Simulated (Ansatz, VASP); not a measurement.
## Si in VASP and in Ansatz

The input POSCAR:

```
Si
1.0
    0.0000000000      2.7150000000      2.7150000000
    2.7150000000      0.0000000000      2.7150000000
    2.7150000000      2.7150000000      0.0000000000
Si
2
Direct
    0.0000000000      0.0000000000      0.0000000000
    0.2500000000      0.2500000000      0.2500000000
```

INCAR.step1

```
SYSTEM = Si
  PREC = Accurate
  ENCUT = 600
  ISMEAR = 0
  SIGMA = 0.03
  LREAL = .False.
  LASPH = .True.
  NELM = 100
  GGA = PE
  ALGO = Normal
  EDIFF = 1E-4
  LWAVE = .True.
  LCHARG = .False.
```

Contents of INCAR.step2:

```
SYSTEM = Si
  PREC = Accurate
  ENCUT = 600
  EDIFF = 1E-6
  ISMEAR = 0
  SIGMA = 0.03
  LREAL = .False.
  LASPH = .True.
  NELM = 100
  ALGO = Normal
  ISIF = 3
  LWAVE = .False.
  LCHARG = .False.
  METAGGA = R2SCAN
  LMIXTAU = .True.
  IBRION = 2
  NSW = 80
  EDIFFG = -0.002
  ISTART = 1
```

File KPOINTS:

```
Automatic mesh
0
Gamma
  12 12 12
  0 0 0
```

Input for Ansatz:

```yaml
crystal:
  lattice:
    - [0.0, 2.715, 2.715]
    - [2.715, 0.0, 2.715]
    - [2.715, 2.715, 0.0]
  atoms:
    - { symbol: Si, position: [0.0, 0.0, 0.0] }
    - { symbol: Si, position: [0.25, 0.25, 0.25] }
scf:
  occupations: { method: gaussian, width: 0.03 }
output:
  forces: true
  stress: true
hamiltonian:
  xc: r2scan
kpoints:
  mp_grid: { grid: [12, 12, 12] }
relax:
  f_tol: 0.002
  cell: { stress_tol: 0.01, p_target: 0 }
```

Alike in both runs: task relaxation of cell and atoms; functional r2SCAN; k mesh 12 × 12 × 12; occupations gaussian, width 0.03 eV; no spin polarisation.

|  | VASP | Ansatz |
| --- | --- | --- |
| version | VASP 6.6.1 | Ansatz 0.2.0 |
| potentials or method | VASP PAW PBE potentials, release 64 (Si) | scalar-relativistic, plane waves, PAW |
| plane-wave cutoff (eV) | 600 | 500 |
| valence electrons in the cell | 8 | 8 |

VASP gave:

| Property | Result |
| --- | --- |
| relaxed volume (Å³/atom) | 20.12 |
| relaxed cell length with the largest relative difference (Å) | 3.846 |

What did Ansatz give for the same quantities?

Relaxed volume (Å³/atom): 20.17; relaxed cell length with the largest relative difference (Å): 3.850.

Caveats: the PAW data sets were made with another functional, which shifts forces and pressure a little (VASP). A k mesh can miss the band edges. r2SCAN opens gaps a little over a GGA but as a rule still falls short of measured ones.
